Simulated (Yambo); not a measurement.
# TiSi (Cmmm) in Yambo: notebook, part 2 of 2

Yambo 5.3.0. The steps go on from the part before.

## Step 5: Optical spectrum, PBEsol

Contents of optics3.in:

```
optics
chi
tddft
Chimod= "LRC"
% BndsRnXd
 1 | 33 |
%
NGsBlkXd= 3 Ry
% LongDrXd
 1 | 0 | 0 |
%
% QpntsRXd
 1 | 1 |
%
% EnRngeXd
 0 | 20 | eV
%
% DmRngeXd
 0.1 | 0.1 | eV
%
ETStpsXd= 200
LRC_alpha= -0.2
```

Contents of scf.in:

```
&CONTROL
  calculation = 'scf'
  prefix = 'pwscf'
  outdir = './tmp'
  pseudo_dir = './pseudo'
/
&SYSTEM
  ibrav = 0
  nat = 2
  ntyp = 2
  ecutwfc = 84
  nbnd = 14
  occupations = 'smearing'
  smearing = 'fd'
  degauss = 0.00367493
  force_symmorphic = .true.
/
&ELECTRONS
  conv_thr = 4d-10
  electron_maxstep = 120
  mixing_beta = 0.5
/
ATOMIC_SPECIES
Ti    47.8670 Ti.upf
Si    28.0850 Si.upf
CELL_PARAMETERS angstrom
   1.8161780000   -2.1176240000    0.0000000000
   1.8161780000    2.1176240000    0.0000000000
   0.0000000000    0.0000000000    3.8039340000
ATOMIC_POSITIONS crystal
Ti     0.5000000000    0.5000000000    0.0000000000
Si     0.0000000000    0.0000000000    0.5000000000
K_POINTS automatic
10 10 8 0 0 0
```

Contents of nscf.in:

```
&CONTROL
  calculation = 'nscf'
  prefix = 'pwscf'
  outdir = './tmp'
  pseudo_dir = './pseudo'
/
&SYSTEM
  ibrav = 0
  nat = 2
  ntyp = 2
  ecutwfc = 84
  nbnd = 38
  occupations = 'smearing'
  smearing = 'fd'
  degauss = 0.00367493
  force_symmorphic = .true.
/
&ELECTRONS
  conv_thr = 1d-08
  diago_full_acc = .true.
  diago_thr_init = 1d-06
/
ATOMIC_SPECIES
Ti    47.8670 Ti.upf
Si    28.0850 Si.upf
CELL_PARAMETERS angstrom
   1.8161780000   -2.1176240000    0.0000000000
   1.8161780000    2.1176240000    0.0000000000
   0.0000000000    0.0000000000    3.8039340000
ATOMIC_POSITIONS crystal
Ti     0.5000000000    0.5000000000    0.0000000000
Si     0.0000000000    0.0000000000    0.5000000000
K_POINTS automatic
10 10 8 0 0 0
```

Potentials or basis: PseudoDojo 0.4.1 SR PBEsol standard.

Command:

```
$ OMP_NUM_THREADS=1 pw.x -in scf.in > scf.out
$ OMP_NUM_THREADS=1 pw.x -in nscf.in > nscf.out
$ cd tmp/pwscf.save; p2y; mv SAVE ../..; cd ../..
$ OMP_NUM_THREADS=1 yambo
$ OMP_NUM_THREADS=1 yambo -F optics3.in -J optics3 -C optics3_out
```

Yambo's report:

```text
[... sections 02.01 to 02.04 as in the set-up run ...]

[... 5 lines left out ...]
  [X] Bosonic    Temperature                        :  0.258606E-1   300.100    [eV K]
  [X] Finite Temperature mode                       : yes
  [X] El. density                                   :  0.54683E+24 [cm-3]
  [X] Fermi Level                                   :  13.27820 [eV]

  [X] === Gaps and Widths ===
  [X] Conduction Band Min                           :  13.27820 [eV]
  [X] Valence Band Max                              :  13.27820 [eV]
  [X] Filled Bands                                  :   7
  [X] Metallic Bands                                :   8  10
  [X] Empty Bands                                   :   11   38

  [X] === Metallic Characters ===
  [X] N of el / N of met el                         :  16.00000   2.02699
  [X] Average metallic occ.                         :  0.168916

  [WARNING] [X] Metallic system

 [03] Transferred momenta grid and indexing
 ==========================================

 IBZ Q-points                                      :  155
 BZ  Q-points                                      :   800

 K/Q-points units:
 rlu = crystal or reduced units; cc = cartesian coordinates; iku = interal k-units

 Q [  1]        [rlu]:  0.000000  0.000000  0.000000
 Q [  2]        [rlu]:  0.000000  0.000000  0.125000
 Q [  3]        [rlu]:  0.000000  0.000000  0.250000
 Q [  4]        [rlu]:  0.000000  0.000000  0.375000
 Q [  5]        [rlu]:  0.000000  0.000000 -0.500000
 Q [  6]        [rlu]:  0.10754E-16  0.10000       0.0000
[... 42 lines left out ...]
 Q [ 49]        [rlu]:  0.100000  0.400000  0.375000
 Q [ 50]        [rlu]:  0.100000  0.400000 -0.500000

 Remaining 105 points informations can be written running with -fatlog

 [04] Dipoles
 ============

  [04.01] Setup: observables and procedures
  =========================================

  [WF-Oscillators/G space/Transverse up loader] Normalization (few states)  min/max  :  0.17541E-16   1.0000

  [WR./optics3//ndb.dipoles]------------------------------------------------------
   Brillouin Zone Q/K grids (IBZ/BZ)                :   155   800   155   800
   RL vectors                                       :   3501 [WF]
   Fragmentation                                    : yes
   Electronic Temperature                           :  300.1000 [K]
   Bosonic    Temperature                           :  300.1000 [K]
   DIP band range                                   :    1   33
   DIP band range limits                            :  10   8
   DIP e/h energy range                             : -1.000000 -1.000000 [eV]
   RL vectors in the sum                            :   3501
   [r,Vnl] included                                 : yes
   Bands ordered                                    : yes
[... 7 lines left out ...]
  [WARNING] In case H contains other non local terms, these are neglected

 [05] Optics
 ===========

 [X-CG] R(p) Tot o/o(of R):   28901  168132     100

 [WARNING] The system is a metal but Drude term not included.
```

Wall time 2 min (1 thread of Arm Neoverse V2, shared host); peak memory 0.88 GiB.

What came out:

```yaml
Band_gap_on_the_k_mesh_mean-field_level: none (metal or under the smearing width)
```

Dielectric function (along the field direction of the input):
```csv
energy (eV),real part,imaginary part
0.30,-20.27,123.36
0.90,-9.92,24.93
1.61,1.13,32.25
2.31,2.86,19.30
3.02,0.04,17.88
3.62,0.26,13.37
4.32,-0.06,15.64
5.03,-3.76,14.69
5.73,-6.98,12.43
6.33,-6.97,6.89
7.04,-5.52,5.12
7.74,-4.87,3.01
8.44,-3.08,3.04
9.05,-3.13,2.04
9.75,-3.09,1.75
10.45,-2.40,1.25
11.16,-1.77,1.04
11.76,-1.59,1.01
12.46,-1.44,0.71
13.17,-1.11,0.48
13.87,-0.88,0.54
14.47,-0.72,0.38
15.18,-0.50,0.29
15.88,-0.34,0.25
16.58,-0.21,0.28
17.19,-0.10,0.25
17.89,0.04,0.26
18.59,0.07,0.25
19.30,0.13,0.22
20.00,0.18,0.19
```

Caveat: the intraband (Drude) term of the metal is left out; the ground state has no gap, which makes the many-body step unreliable; the long-range kernel's strength is typed, not fitted to the crystal's screening; spectra need much finer meshes, so this one isn't converged; independent-particle spectra lack excitons.

## Step 6: The runs side by side

| kernel | cutoff of the response matrix | strength of the long-range kernel | gap on the mesh (eV) |
| --- | --- | --- | --- |
| none (independent particles) | - | - | none |
| Hartree (RPA with local fields) | 3 Ry | - | none |
| adiabatic LDA | 3 Ry | - | none |
| long-range correction | 3 Ry | -0.2 | none |

Alike in all rows: task optical spectrum; level PBEsol; potentials or basis PseudoDojo 0.4.1 SR PBEsol standard; no spin polarisation; cell as given; k mesh 10 × 10 × 8; cutoff (eV) 1143; smearing fermi-dirac 0.05 eV.

Every run on the cell as given and a fine mesh finds a metal.

Caveats: the intraband (Drude) term of the metal is left out; the ground state has no gap, which makes the many-body step unreliable; spectra need much finer meshes, so this one isn't converged; independent-particle spectra lack excitons (some runs); these spectra lack excitons (some runs); the LDA kernel is used on GGA states, which is inconsistent by a few percent (some runs); the long-range kernel's strength is typed, not fitted to the crystal's screening (some runs).

Absolute energies hang on the potentials; compare differences alone.
